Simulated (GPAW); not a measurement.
# ZrSe2 (P-3m1) in GPAW: a series of runs

The runs below take ZrSe2 through band structure, with BLYP, LDA.

Everything below comes from runs of GPAW 26.7.0. Logs are shortened: lines on timing, memory, paths and dates and some standing lists are left out, and cuts for length are marked. The log counts tension as positive stress, the text compression.

**What was measured.**

“Stress-Tuned Optical Transitions in Layered 1T-MX2 (M= Hf, Zr, Sn; X= S, Se) Crystals”, 2022, arxiv:2210.12074 quotes, for a bulk crystal of ZrSe2: band gap 1.2 eV (indirect).

The results are compared with them further down.

## (1) The crystal as given

It takes space group P-3m1 (No. 164, trigonal). The conventional cell has a = 3.798 Å, b = 3.798 Å, c = 6.192 Å, α = 90.00°, β = 90.00°, γ = 120.00°. Zr (site symmetry -3m) has 6 Se at 2.68 Å as nearest neighbours. Around Se (site symmetry 3m) lie 3 Zr at 2.68 Å.

## (2) Band structure, BLYP

The input, run.py:

```python
from ase.dft.bandgap import bandgap
from ase.io import read, write
from ase.units import GPa
from gpaw import GPAW, PW, setup_paths

setup_paths.insert(0, '.')

atoms = read('ZrSe2.xyz')

calc = GPAW(mode=PW(600),
            xc='BLYP',
            kpts={'size': (8, 8, 5), 'gamma': True},
            occupations={'name': 'fermi-dirac', 'width': 0.05},
            nbands=24,
            convergence={'density': 1e-05, 'energy': 1e-05},
            eigensolver='davidson',
            maxiter=150,
            txt='gpaw.txt')
atoms.calc = calc
energy = atoms.get_potential_energy()
forces = atoms.get_forces()
stress = atoms.get_stress()
calc.write('gs.gpw')
write('result.traj', atoms)
print(f'Energy: {energy:.6f} eV')
print('Forces (eV/A):')
print(forces.round(4))
print('Stress (GPa):', (stress / GPa).round(3))
print('Fermi level:', round(calc.get_fermi_level(), 4), 'eV')
print(f'Gap: {bandgap(calc)[0]:.4f} eV, direct: {bandgap(calc, direct=True)[0]:.4f} eV')

path = atoms.cell.bandpath('GMKGALHA,LM,KH', npoints=100, eps=1e-4)
bs_calc = calc.fixed_density(kpts=path, symmetry='off', nbands=39,
                             convergence={'bands': 'CBM+6.0', 'eigenstates': 1e-6}, txt='bands.txt')
bs = bs_calc.band_structure()
bs.write('bs.json')
print(f'Gap on the path: {bandgap(bs_calc)[0]:.4f} eV')
```

The input, ZrSe2.xyz:

```xyz
3
Lattice="3.7980000000 0.0000000000 0.0000000000 -1.8990000000 3.2891644836 0.0000000000 0.0000000000 0.0000000000 6.1920000000" Properties=species:S:1:pos:R:3 pbc="T T T"
Zr     0.0000000000      0.0000000000      0.0000000000
Se     1.8990000002      1.0963881611      4.6440000000
Se    -0.0000000002      2.1927763225      1.5480000000
```

Potentials or basis: PAW data sets generated in the run's folder for this functional, pw.

Started as:

```
gpaw-setup -f BLYP Se Zr
OMP_NUM_THREADS=1 python run.py
```

gpaw.txt:

```text
__  _  _
 | _ |_)|_||  |
 |__||  | ||/\| - 26.7.0

Input parameters:
  mode=PW(ecut=600.0),
  convergence={'density': 1e-05, 'energy': 1e-05},
  eigensolver=Davidson(niter=2),
  kpts=MonkhorstPack(size=(8, 8, 5), gamma=True),
  maxiter=150,
  nbands=24,
  occupations=Occupations(name='fermi-dirac', width=0.05),
  xc=XC(name='BLYP')

Diagonalizing LCAO Hamiltonian
Converting LCAO to pw mode

            Se

        Se

       Zr

Atoms  # Å, Bohr magnetons
|   | symbol |         x |        y |        z |    initial magnetic moments |
|---|--------|-----------|----------|----------|-----------------------------|
| 0 |     Zr |  0.000000 | 0.000000 | 0.000000 | ( 0.0000,  0.0000,  0.0000) |
| 1 |     Se |  1.899000 | 1.096388 | 4.644000 | ( 0.0000,  0.0000,  0.0000) |
| 2 |     Se | -0.000000 | 2.192776 | 1.548000 | ( 0.0000,  0.0000,  0.0000) |

Unit cell  # Å
| periodic |         x |        y |        z |  lengths |     angles |
|----------|-----------|----------|----------|----------|------------|
|      yes |  3.798000 | 0.000000 | 0.000000 | 3.798000 |  90.000000 |
|      yes | -1.899000 | 3.289164 | 0.000000 | 3.798000 |  90.000000 |
|      yes |  0.000000 | 0.000000 | 6.192000 | 6.192000 | 120.000000 |

Number of symmetries: 12
Symmetry operations  # r_c * U_cc + t_c -> r_c
|    | kind |            matrix            |
|----|------|------------------------------|
|  0 |  σ   |  1, 1, 0,  0,-1, 0,  0, 0, 1 |
|  1 |  S6  |  1, 1, 0, -1, 0, 0,  0, 0,-1 |
|  2 |  E   |  1, 0, 0,  0, 1, 0,  0, 0, 1 |
|  3 |  C2  |  1, 0, 0, -1,-1, 0,  0, 0,-1 |
|  4 |  C2  |  0, 1, 0,  1, 0, 0,  0, 0,-1 |
|  5 |  C3  |  0, 1, 0, -1,-1, 0,  0, 0, 1 |
|  6 |  S6  |  0,-1, 0,  1, 1, 0,  0, 0,-1 |
|  7 |  σ   |  0,-1, 0, -1, 0, 0,  0, 0, 1 |
|  8 |  σ   | -1, 0, 0,  1, 1, 0,  0, 0, 1 |
|  9 |  i   | -1, 0, 0,  0,-1, 0,  0, 0,-1 |
| 10 |  C3  | -1,-1, 0,  1, 0, 0,  0, 0, 1 |
| 11 |  C2  | -1,-1, 0,  0, 1, 0,  0, 0,-1 |

BZ-sampling:
  Number of BZ points: 320
  Number of IBZ points: 40

  Monkhorst-Pack size: [8, 8, 5]
  Monkhorst-Pack shift: [0.0625, 0.0625, 0.0]

K-points  # in reciprocal-cell coordinates
|     |                                coordinates |     weight |
|-----|--------------------------------------------|------------|
|   0 | (  0.00000000,   0.00000000,   0.00000000) | 0.00312500 |
|   1 | (  0.00000000,   0.00000000,   0.20000000) | 0.00625000 |
|   2 | (  0.00000000,   0.00000000,   0.40000000) | 0.00625000 |
|   3 | (  0.12500000,   0.00000000,  -0.40000000) | 0.01875000 |
|   4 | (  0.12500000,   0.00000000,  -0.20000000) | 0.01875000 |
|   5 | (  0.12500000,   0.00000000,   0.00000000) | 0.01875000 |
|   6 | (  0.12500000,   0.00000000,   0.20000000) | 0.01875000 |
|   7 | (  0.12500000,   0.00000000,   0.40000000) | 0.01875000 |
|   8 | (  0.25000000,  -0.12500000,   0.00000000) | 0.01875000 |
|   9 | (  0.25000000,  -0.12500000,   0.20000000) | 0.03750000 |
| ... |                                            |            |
|  39 | (  0.50000000,   0.50000000,   0.40000000) | 0.01875000 |

Plane wave coefficients: 2611
Cutoff: 600.0 eV

Spin-components: 1 (collinear spins)
Bands:           24
Projectors:      16
Spin-degeneracy: 2
Datatype:        complex128

Parallelization:
  kpt:    1
  domain: 1
  band:   1

Density:
  Valence electrons: 24.0
  Components: 1
  Grid points: [24 24 35]
  Charge: 0.0  # |e|

Potential:
  Grid points: [24 24 35]

species:
  Zr:
    name:    Zirconium
    Z:       40.0
    valence: 12
    core:    28
    charge:  0.0  # [|e|]
    compensation charges:
      type: gauss
      rc: 0.40  # [Å]
      lmax: 2
    cutoffs:
      filter: 2.39  # [Å]
      core: 1.59  # [Å]
    projectors
    | kind |    occ | energy [eV] | rcut [Å] |
    |------|--------|-------------|----------|
    |   4s |  2.000 |     -54.268 |    1.323 |
    |   5s |  2.000 |      -4.299 |    1.323 |
    |   4p |  6.000 |     -32.236 |    1.334 |
    |   5p |  0.000 |      -1.344 |    1.334 |
    |   4d |  2.000 |      -3.427 |    1.244 |
    |    d |        |      23.785 |    1.244 |

    Using partial waves for Zr as LCAO basis

  Se:
    name:    Selenium
    Z:       34.0
    valence: 6
    core:    28
    charge:  0.0  # [|e|]
    compensation charges:
      type: gauss
      rc: 0.27  # [Å]
      lmax: 2
    cutoffs:
      filter: 1.77  # [Å]
      core: 2.67  # [Å]
    projectors
    | kind |    occ | energy [eV] | rcut [Å] |
    |------|--------|-------------|----------|
    |   4s |  2.000 |     -17.183 |    0.847 |
    |   4p |  4.000 |      -6.370 |    1.005 |
    |    s |        |      10.028 |    0.847 |
    |    p |        |      20.842 |    1.005 |
    |    d |        |       0.000 |    0.847 |

    Using partial waves for Se as LCAO basis

Reference energy: -230137.745863  # eV

eigensolver:
  Davidson
  Converge bands: occupied
  niter=2

density mixing:
  MSR1-Mixer
  Pratt-step length: 0.05
  Maximum mixing coefficient: 0.75
  Old densities: 10
  SVD Regularization: 0.005
  Good broyden scale: 1.0
  Trust region scale: 1.0
  Backstep threshold: 4.0
  History deletion threshold: 6.0
  Fourier metric: weight=20.0, sigma=0.015

occupation numbers:
  Fermi-Dirac:
    width: 0.0500  # eV

poisson solver:
  ecut: 4800.0  # eV

xc functional:
  name: BLYP with 2 nearest neighbor stencil

convergence criteria:
- Maximum integral of absolute [dens]ity change: 1e-05 electrons / valence electron
- Maximum [total energy] change in last 3 cyles: 1e-05 eV / valence electron
- Maximum integral of absolute [eigenst]ate change: 4e-08 eV^2 / valence electron
maximum number of iterations: 150

SCF iterations
|iter     | |      energy | eigst |  dens |
|---------|-|-------------|-------|-------|
|iter:   1| |  -16.832270 | +0.07 |       |
|iter:   2| |  -16.726212 | -1.04 | -1.04 |
|iter:   3| |  -16.400445 | -1.35 | -1.08 |
|iter:   4| |  -16.372675 | -2.03 | -1.52 |
|iter:   5| |  -16.372780 | -3.28 | -1.89 |
|iter:   6| |  -16.372230 | -3.70 | -2.07 |
|iter:   7| |  -16.372249 | -4.63 | -3.18 |
|iter:   8| |  -16.372259c| -5.57 | -3.55 |
|iter:   9| |  -16.372259c| -6.37 | -4.35 |
|iter:  10| |  -16.372259c| -7.05 | -4.94 |
|iter:  11| |  -16.372259c| -7.64c| -5.48c|

Converged in 11 steps
Energy contributions relative to reference atoms: (reference = -230137.745863)

Energy contributions:
  Kinetic:          34.455199
  Coulomb:         -35.454149
  Zero:              0.381233
  External:          0.000000
  Xc:              -15.754426
  Entropy:          -0.000232
  Spinorbit:         0.000000
  ----------------------------
  Free energy:     -16.372375
  Extrapolated:    -16.372259

dipole moment: (-6.924376, -11.993372, -22.578061)  # |e|*Ang

Fermi level: 6.214
Eigenvalues  # (at kpt = [0.000, 0.000, 0.000])
| band index |      eig [eV] | occ [0-2] |
|------------|---------------|-----------|
|          0 |       -43.590 |     2.000 |
|        ... |               |           |
|          4 |        -7.212 |     2.000 |
|          5 |        -5.994 |     2.000 |
|          6 |         1.428 |     2.000 |
|          7 |         3.287 |     2.000 |
|          8 |         3.287 |     2.000 |
|          9 |         5.936 |     1.992 |
[... 8 lines left out ...]
|         18 |        11.352 |     0.000 |
|         19 |        15.126 |     0.000 |
|        ... |               |           |
|         23 |        19.109 |     0.000 |

Gap: 0.470 eV
Transition (v -> c):
  (s=0, k=0, n=11, [0.00, 0.00, 0.00]) -> (s=0, k=39, n=12, [0.50, 0.50, 0.40])
Direct/indirect transitions are different
Direct gap: 1.065 eV
Transition at: (s=0, k=0, n=11, [0.00, 0.00, 0.00])

Forces  # eV/Ang
|        x |        y |        z |
|----------|----------|----------|
| -0.00000 |  0.00000 |  0.00000 |  # Zr   0
|  0.00000 |  0.00000 | -0.41497 |  # Se   1
| -0.00000 | -0.00000 |  0.41497 |  # Se   2

Stress tensor  # eV/Ang^3
|         x |         y |         z |
|-----------|-----------|-----------|
| -0.032424 |  0.000000 |  0.000000 |
|  0.000000 | -0.032424 | -0.000000 |
|  0.000000 | -0.000000 | -0.034262 |

# Writing to gs.gpw (mode='')
```

Wall time 2.8 min (1 thread of Arm Neoverse V1, shared host); peak memory 0.45 GiB.

Results:

```
Free energy             : -16.3724 eV
Pressure                : 5.3 GPa
Largest force           : 0.415 eV/Å
Band gap on the k mesh  : 0.47 eV, indirect (least direct gap 1.06 eV)
Band gap along the path : 0.43 eV, indirect (least direct gap 1.06 eV)
```

Forces on the atoms (eV/Å):
```
Zr   0.000  0.000  0.000
Se   0.000  0.000 -0.415
Se   0.000  0.000  0.415
```

Levels at the corners of the path, in eV from the valence-band top:
```
point  band 10  band 11  band 12  band 13  band 14  band 15
    Γ    -0.06    -0.06     0.00     1.06     1.06     1.60
    M    -2.50    -2.08    -1.33     0.62     2.47     2.82
    K    -2.26    -2.26    -1.70     1.71     2.58     2.58
    Γ    -0.06    -0.06     0.00     1.06     1.06     1.60
    A    -2.03    -0.23    -0.23     1.03     1.04     1.99
    L    -2.49    -1.03    -0.94     0.43     2.46     2.80
    H    -2.29    -1.99    -1.99     1.77     2.21     2.21
    A    -2.03    -0.23    -0.23     1.03     1.04     1.99
    L    -2.49    -1.03    -0.94     0.43     2.46     2.80
    M    -2.50    -2.08    -1.33     0.62     2.47     2.82
    K    -2.26    -2.26    -1.70     1.71     2.58     2.58
    H    -2.29    -1.99    -1.99     1.77     2.21     2.21
```

Caveat: this functional lacks dispersion, which binds the layers, so the pressure and a relaxed spacing across them are unreliable.

## (3) Band structure, LDA, spin-orbit coupling, no magnetisation

run.py: that of step 2 with these lines changed.

```diff
@@ -1 +1,2 @@
+import numpy as np
 from ase.dft.bandgap import bandgap
@@ -3,5 +4,4 @@
 from ase.units import GPa
-from gpaw import GPAW, PW, setup_paths
-
-setup_paths.insert(0, '.')
+from gpaw import GPAW, PW
+from gpaw.spinorbit import soc_eigenstates
 
@@ -10,4 +10,4 @@
 calc = GPAW(mode=PW(600),
-            xc='BLYP',
-            kpts={'size': (8, 8, 5), 'gamma': True},
+            xc='LDA',
+            kpts={'size': (6, 6, 3), 'gamma': True},
             occupations={'name': 'fermi-dirac', 'width': 0.05},
@@ -15,3 +15,2 @@
             convergence={'density': 1e-05, 'energy': 1e-05},
-            eigensolver='davidson',
             maxiter=150,
@@ -37 +36,7 @@
 print(f'Gap on the path: {bandgap(bs_calc)[0]:.4f} eV')
+
+soc = soc_eigenstates(bs_calc, theta=90, phi=0)
+np.savetxt('soc_bands.dat', soc.eigenvalues(), fmt='%.4f')
+mesh = soc_eigenstates('gs.gpw', theta=90, phi=0)
+np.savetxt('soc_mesh.dat', mesh.eigenvalues(), fmt='%.4f')
+print('Fermi level with spin-orbit coupling:', round(mesh.fermi_level, 4), 'eV')
```

ZrSe2.xyz is that of step 2.

Potentials or basis: the program's PAW data sets (release 1.2.1) made for this functional, pw.

Started as:

```
OMP_NUM_THREADS=1 python run.py
```

It took 2.2 min on 1 thread of Arm Neoverse V1, shared host; peak memory 0.46 GiB.

The run converged. Its results:

```yaml
Free_energy: -20.5138 eV
Pressure: -3.4 GPa
Largest_force: 0.128 eV/Å
Band_gap_on_the_k_mesh: 0.22 eV, indirect (least direct gap 0.81 eV)
Band_gap_along_the_path: 0.14 eV, indirect (least direct gap 0.81 eV)
```

Forces on the atoms (eV/Å):
```
Zr   0.000  0.000  0.000
Se   0.000  0.000  0.128
Se   0.000  0.000 -0.128
```

Stress tensor (GPa, compression positive):
```
-3.91  0.00  0.00
 0.00 -3.91  0.00
 0.00  0.00 -2.26
```

Levels at the corners of the path, in eV from the valence-band top:
```tsv
point	band 21	band 22	band 23	band 24	band 25	band 26	band 27	band 28
Γ	-0.03	-0.03	0.00	0.00	0.81	0.81	0.82	0.82
M	-2.32	-2.32	-1.49	-1.49	0.34	0.34	2.27	2.27
K	-2.45	-2.45	-1.89	-1.89	1.44	1.44	2.33	2.33
Γ	-0.03	-0.03	0.00	0.00	0.81	0.81	0.82	0.82
A	-0.52	-0.52	-0.20	-0.20	0.78	0.78	0.79	0.79
L	-1.33	-1.33	-0.99	-0.99	0.14	0.14	2.27	2.27
H	-2.16	-2.16	-2.12	-2.12	1.51	1.51	1.92	1.92
A	-0.52	-0.52	-0.20	-0.20	0.78	0.78	0.79	0.79
L	-1.33	-1.33	-0.99	-0.99	0.14	0.14	2.27	2.27
M	-2.32	-2.32	-1.49	-1.49	0.34	0.34	2.27	2.27
K	-2.45	-2.45	-1.89	-1.89	1.44	1.44	2.33	2.33
H	-2.16	-2.16	-2.12	-2.12	1.51	1.51	1.92	1.92
```

Caveat: spin-orbit coupling was added after a scalar SCF, so levels and gaps hold it while energy, forces, pressure and moments don't; this program's spin-orbit splittings come out too wide for heavy elements; the mesh misses the band edges, which the band path finds closer together.

## (4) Comparison with measurements

Step 2. Measured gap of ZrSe2: 1.2 eV (indirect; quoted in “Stress-Tuned Optical Transitions in Layered 1T-MX2 (M= Hf, Zr, Sn; X= S, Se) Crystals”, 2022, arxiv:2210.12074). This calculation gives 0.43 eV (-0.77 eV). Spin-orbit coupling on Se, Zr is left out. The value is that of BLYP, without temperature or zero-point motion. Semilocal functionals fall short of measured gaps as a rule.

Step 3. Against the measured gap of ZrSe2, 1.2 eV (indirect; quoted in “Stress-Tuned Optical Transitions in Layered 1T-MX2 (M= Hf, Zr, Sn; X= S, Se) Crystals”, 2022, arxiv:2210.12074), the calculated 0.14 eV is off by -1.06 eV. So large a miss can be the level of theory's own, or it may mean another phase, state or a wrong row. The value is that of LDA, without temperature or zero-point motion. Semilocal functionals fall short of measured gaps as a rule.
